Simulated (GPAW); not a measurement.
CuI (Marshite):

```
I Cu
1.0
     0.00000    3.03150    3.03150
     3.03150    0.00000    3.03150
     3.03150    3.03150    0.00000
I Cu
1 1
Direct
  0.00000 0.00000 0.00000
  0.75000 0.75000 0.75000
```

Base run:

```yaml
Program: GPAW 26.7.0
Functional: PBE
Potentials_or_basis: GPAW PAW data sets (gpaw-data 1.2.1)
Cutoff: 600 eV
Basis: pw
k_mesh: 6 × 6 × 6
Occupations: fermi-dirac, width 0.05 eV
Spin: no spin polarisation
Hubbard_terms: Cu d U = 6 eV
```

Its results: band gap on the k mesh 2.04 eV, direct; pressure 2.3 GPa.

**Question.** The run is repeated on the same cell with these changes: hubbard terms from Cu d U = 6 eV to Cu d U = 5.3 eV. What comes out?

**Answer.** Band gap on the k mesh 1.95 eV, direct; pressure 2.1 GPa.

Caveats: spin-orbit coupling is left out, which moves the levels of the heavy elements.

Not every run made on this cell is shown here.
